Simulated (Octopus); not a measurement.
Crystal: C.

```
CELL_PARAMETERS angstrom
0.00000 1.78337 1.78337
1.78337 0.00000 1.78337
1.78337 1.78337 0.00000
ATOMIC_POSITIONS crystal
C 0.75000 0.75000 0.75000
C 0.50000 0.50000 0.50000
```

This isn't the form of C at room conditions, which is graphite.

- Program: Octopus 16.4
- Task: single point
- Functional: PBE
- Potentials or basis: pseudodojo_pbe (PseudoDojo 0.5, PBE)
- Grid spacing: 0.133 Å
- k mesh: 13 × 13 × 13
- Occupations: fermi-dirac, width 0.05 eV
- Spin: no spin polarisation

On this cell: largest force zero by symmetry; band gap on the k mesh 4.20 eV, indirect (least direct gap 5.62 eV).

The same run follows on a disturbed copy (atoms moved at random, drawn with an rms of 0.05 Å):

```
C
1.0
     0.00000    1.78337    1.78337
     1.78337    0.00000    1.78337
     1.78337    1.78337    0.00000
C
2
Cartesian
  2.6879 2.6785 2.6766
  1.7695 1.7528 1.7618
```

Question: What changes?

Answer: The energy moves by +21.2 meV/atom; largest force 1.663 eV/Å; band gap on the k mesh 3.29 eV, indirect (least direct gap 4.01 eV).

Forces in eV/Å, atoms in the order of the input:
```
C   -0.899 -1.184 -0.747
C    0.899  1.184  0.747
```

Caveats: an odd mesh through Γ misses points on the zone boundary, where band edges often lie.
